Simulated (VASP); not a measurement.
CdSe:

```
Cd Se
1.0
     0.00000    3.04621    3.04621
     3.04621    0.00000    3.04621
     3.04621    3.04621    0.00000
Cd Se
1 1
Direct
  0.00000 0.00000 0.00000
  0.75000 0.75000 0.75000
```

Measurements of this composition are mostly on another form, of space group No. 186.

Program: VASP 6.6.1. Alike in all runs: task band structure; no spin polarisation; cell as given; k mesh 8 × 8 × 8; cutoff (eV) 520; smearing gaussian 0.03 eV.

Question: Order these runs on this cell by their band gap on the k mesh, lowest first.
A. level TB-mBJ; potentials or basis VASP PAW PBE potentials, release 64 (Cd, Se)
B. level r2SCAN; potentials or basis VASP PAW PBE potentials, release 64 (Cd, Se)
C. level LDA; potentials or basis VASP PAW LDA potentials, release 64 (Cd, Se)

Answer: C (0.35 eV), B (1.08 eV), A (1.94 eV).

Runs at the PBE level aren't shown here.
